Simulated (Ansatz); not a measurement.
Theory: Ansatz 0.2.0, DFT PBE, scalar-relativistic, plane waves, PAW. Settings: cutoff 420 eV, Γ-centred meshes spaced at most about 0.3 Å⁻¹, and about 0.25 Å⁻¹ or finer for metals (2π included), Gaussian smearing. No spin polarisation.

These are static total energies at zero pressure.

Two relaxed structures of AlH₈:

1.

```
CELL_PARAMETERS angstrom
-3.70569 3.70569 1.72874
3.70569 -3.70569 1.72874
3.70569 3.70569 -1.72874
ATOMIC_POSITIONS crystal
Al 0.00000 0.00000 0.00000
H 0.40243 0.40243 0.80487
H 0.59757 0.59757 0.19513
H 0.59757 0.40243 0.00000
H 0.00000 0.54937 0.54937
H 0.45063 0.00000 0.45063
H 0.54937 0.00000 0.54937
H 0.00000 0.45063 0.45063
H 0.40243 0.59757 0.00000
```

2.

```
CELL_PARAMETERS angstrom
-2.30535 2.30535 2.67892
2.30535 -2.30535 2.67892
2.30535 2.30535 -2.67892
ATOMIC_POSITIONS crystal
Al 0.00000 0.00000 0.00000
H 0.25000 0.75000 0.50000
H 0.42666 0.42666 0.00000
H 0.57334 0.57334 0.00000
H 0.25597 0.25597 0.51194
H 0.25597 0.74403 0.00000
H 0.74403 0.25597 0.00000
H 0.74403 0.74403 0.48806
H 0.75000 0.25000 0.50000
```

Task: Which would you expect to be lower, and how large is the difference?

Result: Cell 1 is lower, by 0.38 eV/atom. Cell 1 has space group I4/mmm (No. 139), 10.6 Å³/atom and no gap on its mesh; cell 2 has space group I4/mmm (No. 139), 6.3 Å³/atom and no gap. Counting H atoms around Al (those within 1.25 times the shortest such distance or 1.15 times the sum of covalent radii, 1.27 where that leaves under three), cell 1 has Al 8 and cell 2 has Al 4. Cell 1 and cell 2 both hold H–H pairs as short as in free H₂ molecules. Even the lower one lies +0.56 eV/atom against the reference forms of the elements (uncorrected), so neither is stable at this level. In cell 1, Al is surrounded by 8 H at 2.01 Å; H on its first site has 2 H at 1.45 Å and 2 Al at 2.01 Å; around H on its second site lies 1 H at 0.73 Å. In cell 2, Al has 4 H at 1.67 Å; around H on a site of symmetry -4m2 lie 8 H at 2.11 Å (long against the sum of covalent radii); around H on a site of symmetry 4mm lie 1 H at 0.79 Å and 4 H at 1.64 Å; 1 more site not described. Both come from invented guesses. The lowest form computed isn't among them: it has space group I4 (No. 79), 11.3 Å³/atom and lies 0.35 eV/atom below the best shown.

No dispersion correction is applied, so the spacing and binding between layers, chains or molecules are poorly described (I4/mmm at 10.6 Å³/atom, I4/mmm at 6.3 Å³/atom), and this can change margins and order among such cells. H stands nearly free of neighbours here, and without spin polarisation the energy of such atoms comes out too high. With hydrogen, zero-point motion can shift such differences by 10 meV/atom or more. Cells relaxed within their symmetry can be saddle points. Some structure types and database cells were kept out of the candidates from the start, so a known form may be missing.
